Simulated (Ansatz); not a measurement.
MnS:

```
CELL_PARAMETERS angstrom
0.00000 2.47346 2.47346
2.47346 0.00000 2.47346
2.47346 2.47346 0.00000
ATOMIC_POSITIONS crystal
Mn 0.00000 0.00000 0.00000
S 0.75000 0.75000 0.75000
```

The cell is a database's computed one.

```yaml
Program: Ansatz 0.2.0
Task: relaxation of cell and atoms
Functional: r2SCAN
Dispersion: D4
Potentials_or_basis: Ansatz PAW
Cutoff: "500 eV (not typed: the program's choice for these potentials)"
k_mesh: 9 × 9 × 9
Occupations: fermi-dirac, width 0.05 eV
Spin: collinear spin, ferromagnetic start
Starting_moments: "[4.0, 0.0] μB"
```

At the start: volume 15.13 Å³/atom.

**Question.** Where does the relaxation end?

**Answer.** It ends after 7 steps and the volume is 22.25 Å³/atom (+47.0 %); space group F-43m (No. 216, to 0.05 Å); moment 5.00 μB per cell.

The path:
```csv
step,energy change (eV),largest force (eV/Å),volume (Å³)
1,0.0000,0.0000,30.27
2,-0.7140,0.0000,34.73
3,-1.1746,0.0000,39.81
4,-1.2930,0.0000,45.51
5,-1.2978,0.0000,44.63
6,-1.2980,0.0000,44.50
7,-1.3059,0.0000,44.50
```

Final structure:
```cif
data_structure
_symmetry_space_group_name_H-M 'P 1'
_symmetry_Int_Tables_number 1
_cell_length_a 3.9778
_cell_length_b 3.9778
_cell_length_c 3.9778
_cell_angle_alpha 60.000
_cell_angle_beta 60.000
_cell_angle_gamma 60.000
_cell_volume 44.50
loop_
_atom_site_label
_atom_site_type_symbol
_atom_site_fract_x
_atom_site_fract_y
_atom_site_fract_z
_atom_site_occupancy
Mn1 Mn 0.00000 0.00000 0.00000 1
S1 S 0.75000 0.75000 0.75000 1
```

Caveat: the magnetic or orbital state may not be the lowest; the volume moved by over 15 % at a fixed basis, so the end points are rough; the plane-wave basis is chosen anew once the cell has moved, so the energies of steps on either side of that aren't comparable; a cell with one magnetic atom can't hold antiferromagnetic order, which such compounds often take; the PAW data sets come from PBE, with cores solved anew for the run's functional, which leaves a small shift of forces and pressure.
